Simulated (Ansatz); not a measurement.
**ZnS: response to strain**

Aim: deform ZnS (zz strain of -2 %) and compute stress, forces and field gradients with LAPW, PAW and all-electron datasets made for the crystal.

Computed with Ansatz 0.2.0 (DFT PBE, scalar-relativistic, unless a step's input says otherwise).

## (1) The system as given

Symmetry: F-43m, No. 216, cubic system. The conventional cell has a = 5.409 Å, b = 5.409 Å, c = 5.409 Å, α = 90.00°, β = 90.00°, γ = 90.00°. Zn (site symmetry -43m) has 4 S at 2.34 Å as nearest neighbours. S (site symmetry -43m) has 4 Zn at 2.34 Å as nearest neighbours.

Structure file:

```cif
data_structure
_symmetry_space_group_name_H-M 'P 1'
_symmetry_Int_Tables_number 1
_cell_length_a 3.8250
_cell_length_b 3.8250
_cell_length_c 3.8250
_cell_angle_alpha 60.000
_cell_angle_beta 60.000
_cell_angle_gamma 60.000
_cell_volume 39.57
loop_
_atom_site_label
_atom_site_type_symbol
_atom_site_fract_x
_atom_site_fract_y
_atom_site_fract_z
_atom_site_occupancy
Zn1 Zn 0.00000 0.00000 0.00000 1
S1 S 0.75000 0.75000 0.75000 1
```

Atoms are numbered in the order of the input: Zn1, S2.

## (2) After the deformation

Space group F-43m before, I-4m2 after.

## (3) LAPW, all electrons

Contents of input.yaml:

```yaml
crystal:
  lattice:
    - [0.0, 2.70465, 2.650557]
    - [2.70465, 0.0, 2.650557]
    - [2.70465, 2.70465, 0.0]
  atoms:
    - { symbol: Zn, position: [0.0, 0.0, 0.0] }
    - { symbol: S, position: [0.75, 0.75, 0.75] }
kpoints:
  mp_grid: { grid: [8, 8, 8] }
  band_path:
    path:
      - [0.0, 0.0, 0.0]
      - [0.0, 0.5, 0.5]
      - [0.25, 0.75, 0.5]
      - [0.0, 0.5, 0.0]
      - [0.0, 0.0, 0.0]
      - [0.5, 0.5, 0.0]
      - [0.3801541025, 0.6198458975, 0.0]
      - [-0.3801541025, 0.3801541025, 0.0]
      - [0.0, 0.0, 0.0]
    npoints: 5
scf:
  occupations: { method: fermi_dirac, width: 0.01 }
hamiltonian:
  xc: pbe
  pseudopotentials: { kind: all_electron, lapw: { basis_error: 0.00025 } }
output:
  forces: true
  stress: true
  eigenvalues: true
```

Started as:

```console
$ ansatz run input.yaml --threads 1 --pin off --max-ram 3072MiB --backend cpu --events-out ev --progress --plain --runs-dir out
```

## (4) Frozen-core PAW

Contents of input.yaml:

```yaml
crystal:
  lattice:
    - [0.0, 2.70465, 2.650557]
    - [2.70465, 0.0, 2.650557]
    - [2.70465, 2.70465, 0.0]
  atoms:
    - { symbol: Zn, position: [0.0, 0.0, 0.0] }
    - { symbol: S, position: [0.75, 0.75, 0.75] }
kpoints:
  mp_grid: { grid: [8, 8, 8] }
scf:
  occupations: { method: fermi_dirac, width: 0.01 }
hamiltonian:
  xc: pbe
  pseudopotentials: { kind: paw }
output:
  forces: true
  stress: true
  eigenvalues: true
  efg: { contact_densities: true }
  write_density: true
  write_potential: true
  elf: true
  volumetric_format: npy
```

## (5) Datasets made for this crystal

input.yaml, as its differences from that of step 4:

```diff
@@ -14,3 +14,3 @@
   xc: pbe
-  pseudopotentials: { kind: paw }
+  pseudopotentials: { kind: all_electron, datasets: crystal }
 output:
@@ -20,5 +20 @@
   efg: { contact_densities: true }
-  write_density: true
-  write_potential: true
-  elf: true
-  volumetric_format: npy
```

(Steps that only read results are left out.)

**Question.** What will these runs give? Wanted: pressure; largest shear or deviatoric stress.

**Answer**, as computed:

| quantity | value |
| --- | --- |
| pressure | LAPW 2.97, PAW 2.96, crystal datasets 2.97 GPa |
| largest shear or deviatoric stress (LAPW) | 0.51 GPa |

In words: The largest part of the stress beyond the pressure is 0.51 GPa in size, in the zz component; the atoms are carried along and not relaxed. No run of the undeformed cell stands beside it, so the pressure holds what the given cell had before the change. PAW: stress within 0.01 GPa of LAPW. Crystal datasets: stress within 0.01 GPa of LAPW.
